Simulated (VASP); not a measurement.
# C₂H₆O: intrinsic reaction coordinate

C₂H₆O, molecule in box, 9 atoms in the cell. PBE, intrinsic reaction coordinate; PAW potentials C, O, H (PBE set).

Path: methyl rotation in CH3CH2OH.

## Input

INCAR.step1:
```
  ALGO = Normal
  EDIFF = 1E-7
  EDIFFG = -0.005
  ENCUT = 400
  IBRION = 2
  ISIF = 2
  ISMEAR = 0
  ISYM = 0
  LASPH = True
  LCHARG = False
  LREAL = False
  LWAVE = False
  NELM = 100
  NSW = 100
  POTIM = 0.5
  PREC = Normal
  SIGMA = 0.01
```

INCAR.step2, as INCAR.step1 but for:
```
- EDIFFG = -0.005
- IBRION = 2
- ISIF = 2
- NSW = 100
- POTIM = 0.5
+ IBRION = 5
+ NFREE = 2
+ NSW = 1
+ POTIM = 0.015
```

INCAR.step3, as INCAR.step2 but for:
```
- EDIFF = 1E-7
- IBRION = 5
- NFREE = 2
- NSW = 1
- POTIM = 0.015
+ EDIFF = 1E-8
+ EDIFFG = -0.003
+ IBRION = 44
+ NSW = 300
```

INCAR.step4:
```
  ALGO = Normal
  EDIFF = 1E-6
  ENCUT = 400
  IBRION = 40
  IRC_DIRECTION = -1
  IRC_STOP = 8
  IRC_VNORM0 = 0.01
  ISIF = 2
  ISMEAR = 0
  ISYM = 0
  LASPH = True
  LCHARG = False
  LREAL = False
  LWAVE = False
  NELM = 100
  NSW = 900
  PREC = Normal
  SIGMA = 0.01
```

INCAR.step5, as INCAR.step4 but for:
```
- IRC_DIRECTION = -1
+ IRC_DIRECTION = 1
```

KPOINTS:
```
k-points
0
Gamma
  1 1 1
```

POSCAR.step1:
```
H6C2O
1.0
   11.0000000000      0.0000000000      0.0000000000
    0.0000000000      9.5000000000      0.0000000000
    0.0000000000      0.0000000000      9.0000000000
C O H
2 1 6
Direct
    0.5985595482      0.4696011554      0.5000939714
    0.4923612755      0.5706373660      0.5000939714
    0.3841719119      0.4877814712      0.5000939714
    0.3153955482      0.5519071554      0.5000939714
    0.4962300937      0.6388527344      0.5986420826
    0.4962300937      0.6388527344      0.4015458603
    0.6847150028      0.5269887344      0.5000939714
    0.5949611846      0.4025641028      0.5985251937
    0.5949611846      0.4025641028      0.4016627492
```

POSCAR.step2:
```
H6C2O
1.0
   11.0000000000      0.0000000000      0.0000000000
    0.0000000000      9.5000000000      0.0000000000
    0.0000000000      0.0000000000      9.0000000000
C O H
2 1 6
Direct
    0.5985226979      0.4695492253      0.5002168524
    0.4923244252      0.5705854358      0.5002168524
    0.3841350615      0.4877295410      0.5002168524
    0.3153586979      0.5518552253      0.5002168524
    0.4961932433      0.6388008042      0.5987649635
    0.4961932433      0.6388008042      0.4016687413
    0.6551613915      0.4853412168      0.5986433334
    0.5655712671      0.3611472656      0.4996662587
    0.6541258153      0.4859400387      0.4012350365
```

POSCAR.step3:
```
H6C2O
1.0
   11.0000000000      0.0000000000      0.0000000000
    0.0000000000      9.5000000000      0.0000000000
    0.0000000000      0.0000000000      9.0000000000
C O H
2 1 6
Direct
    0.5985226979      0.4695492253      0.5002168524
    0.4923244252      0.5705854358      0.5002168524
    0.3841350615      0.4877295410      0.5002168524
    0.3153586979      0.5518552253      0.5002168524
    0.4961932433      0.6388008042      0.5987649635
    0.4961932433      0.6388008042      0.4016687413
    0.6551613915      0.4853412168      0.5986433334
    0.5655712671      0.3611472656      0.4996662587
    0.6541258153      0.4859400387      0.4012350365

   -0.0008810654     -0.0009927329     -0.0197947826
    0.0006595267      0.0008885498      0.0611216305
    0.0003994678      0.0008814231     -0.0392023173
    0.0004588388      0.0009652151     -0.0707221543
   -0.0220604344     -0.1050699623      0.1394487730
    0.0236973730      0.1066913996      0.1393888346
    0.3240363343      0.3469059372     -0.3057592535
   -0.0046173243     -0.0020740756      0.5285461823
   -0.3297263494     -0.3553117822     -0.3062645963
```

POSCAR.step4:
```
H6C2O                                   
   1.00000000000000     
    11.0000000000000000    0.0000000000000000    0.0000000000000000
     0.0000000000000000    9.5000000000000000    0.0000000000000000
     0.0000000000000000    0.0000000000000000    9.0000000000000000
  C               O               H             
     2     1     6
Direct
     0.6002733147560463    0.4699956295629436    0.4999204866487101
     0.4920366785204998    0.5711963982166230    0.5002233765986795
     0.3822218590317938    0.4884545227417806    0.5003028529749082
     0.3131740872737828    0.5524828605023534    0.5002623021418300
     0.4942971537001407    0.6398594959253833    0.5993071660297041
     0.4940752184994698    0.6400916642402263    0.4013111477058209
     0.6578967359512514    0.4830427645002373    0.5986220654222364
     0.5659349429690146    0.3613617734654075    0.4998368229101399
     0.6576758189549399    0.4832644135470947    0.4010601656018205
 
 -0.88106540E-03 -0.99273290E-03 -0.19794783E-01
  0.65952670E-03  0.88854980E-03  0.61121631E-01
  0.39946780E-03  0.88142310E-03 -0.39202317E-01
  0.45883880E-03  0.96521510E-03 -0.70722154E-01
 -0.22060434E-01 -0.10506996E+00  0.13944877E+00
  0.23697373E-01  0.10669140E+00  0.13938883E+00
  0.32403633E+00  0.34690594E+00 -0.30575925E+00
 -0.46173243E-02 -0.20740756E-02  0.52854618E+00
 -0.32972635E+00 -0.35531178E+00 -0.30626460E+00
```

Commands (each step's output is kept before the next begins):
```
cat potpaw_PBE.64/C/POTCAR potpaw_PBE.64/O/POTCAR potpaw_PBE.64/H/POTCAR > POTCAR
cp INCAR.step1 INCAR
cp POSCAR.step1 POSCAR
mpirun -np 4 vasp_gam > vasp.out
cp INCAR.step2 INCAR
cp POSCAR.step2 POSCAR
mpirun -np 4 vasp_gam > vasp.out
# the block under the positions in POSCAR is the starting axis: the most unstable mode of the Hessian, divided by the root of the mass
cp INCAR.step3 INCAR
cp POSCAR.step3 POSCAR
mpirun -np 4 vasp_gam > vasp.out
# POSCAR is the CONTCAR of the converged dimer run, with its unstable direction
cp INCAR.step4 INCAR
cp POSCAR.step4 POSCAR
mpirun -np 4 vasp_gam > vasp.out
# POSCAR is the CONTCAR of the converged dimer run, with its unstable direction
cp INCAR.step5 INCAR
mpirun -np 4 vasp_gam > vasp.out
```

## Result

- Barrier from the relaxed minimum (eV): 0.126
- Ionic steps, all stages: 677
- Electronic steps, all stages: 4832

Energy along the reaction coordinate:

| Coordinate (Å) | Energy from the saddle (eV) |
|---|---|
| -1.630 | -0.126 |
| -1.478 | -0.123 |
| -1.261 | -0.111 |
| -1.109 | -0.097 |
| -0.961 | -0.080 |
| -0.755 | -0.056 |
| -0.595 | -0.037 |
| -0.385 | -0.016 |
| -0.207 | -0.005 |
| -0.052 | -0.000 |
| 0.086 | -0.001 |
| 0.240 | -0.007 |
| 0.399 | -0.018 |
| 0.630 | -0.041 |
| 0.763 | -0.057 |
| 0.965 | -0.081 |
| 1.123 | -0.098 |
| 1.286 | -0.113 |
| 1.496 | -0.124 |
| 1.629 | -0.126 |

VASP 6.6.1 took 1983 s on 4 cores (Intel Xeon Platinum 8488C (Sapphire Rapids)), a shared host.
